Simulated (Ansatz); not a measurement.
**All-electron card of GaAs**

```yaml
crystal:
  lattice:
    - [0.00000, 2.82685, 2.82685]
    - [2.82685, 0.00000, 2.82685]
    - [2.82685, 2.82685, 0.00000]
  atoms:
    - { symbol: Ga, position: [0.00000, 0.00000, 0.00000] }
    - { symbol: As, position: [0.75000, 0.75000, 0.75000] }
```

Atom numbers follow the list: Ga1, As2.

The cell is COD entry 9008845, as deposited and not checked against the literature; nothing was relaxed.

Methods: DFT, PBE, all-electron LAPW, scalar-relativistic (Ansatz 0.2.0); DFT, PBE, PAW with Ansatz's default frozen-core files, scalar-relativistic (Ansatz 0.2.0).

For LAPW: a Γ-centred 11×11×11 k mesh, Fermi–Dirac smearing of 0.05 eV, basis error target 0.5 meV/atom, no spin polarisation. PAW takes a cutoff of 420 eV at this cell. The Ansatz runs share mesh, smearing and spin set-up. Values come from LAPW unless marked.

```yaml
Bader_charges_from_the_PAW_run: Ga1 +0.68, As2 -0.68 e
Volume_per_atom: 22.59 Å³
```

Question: Löwdin charges (with 0.04 e of the cell spilling out of the atomic basis, so their sizes and signs hang on that basis): what does the calculation give?

Answer: Ga1 0.05, As2 -0.01 e.

Question: Give the computed value. Band gap.

Answer: 0.52 eV, direct at Γ.

Question: Give the computed value. Pressure at this cell.

Answer: 3.29 GPa.
